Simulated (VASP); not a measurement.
Set up this calculation in VASP 6.6.1, as the native input.

* Task: single point
* Functional: PBE
* Potentials or basis: VASP PAW PBE potentials, release 64 (Ag, Cl)
* Cutoff: 900 eV
* k mesh: 8 × 8 × 8
* Occupations: gaussian, width 0.02 eV
* Spin: no spin polarisation
* Further INCAR settings: ADDGRID = False; ALGO = Normal; EDIFF = 1e-08

The structure of AgCl lies in POSCAR:

```
AgCl
1.0
    3.4339730000      0.0000000000      0.0000000000
    0.0000000000      3.4339730000      0.0000000000
    0.0000000000      0.0000000000      3.4339730000
Ag Cl
1 1
Direct
    0.0000000000      0.0000000000      0.0000000000
    0.5000000000      0.5000000000      0.5000000000
```

Measurements of this composition are mostly on another form, of space group No. 225.

The input as run:

INCAR

```
PREC     = Accurate       # precision mode
ENCUT    = 900            # plane-wave cutoff, eV
EDIFF    = 1E-8           # SCF threshold, eV
ISMEAR   = 0              # smearing method
SIGMA    = 0.02           # smearing width, eV
LREAL    = F              # projectors in reciprocal space
LASPH    = T              # aspherical terms in the spheres
NELM     = 100            # most SCF steps
ALGO     = Normal         # electronic algorithm
ISIF     = 2              # what is computed and relaxed
LWAVE    = F              # write WAVECAR
LCHARG   = F              # write CHGCAR
GGA      = PE             # functional
ADDGRID  = F
```

KPOINTS

```
Automatic mesh
0
Gamma
  8 8 8
```

Potentials or basis: VASP PAW PBE potentials, release 64 (Ag, Cl).

The run is started by

```console
$ cat potpaw_PBE.64/Ag/POTCAR potpaw_PBE.64/Cl/POTCAR > POTCAR
$ mpirun -np 1 vasp_std > vasp.out
```

Results of the run:

- Pressure: -0.2 GPa
- Band gap on the k mesh: 0.57 eV, indirect (least direct gap 2.08 eV)

Run time: 25 s on 1 thread of AMD EPYC 9R45 (Zen 5) (shared host), peak memory 0.19 GiB.
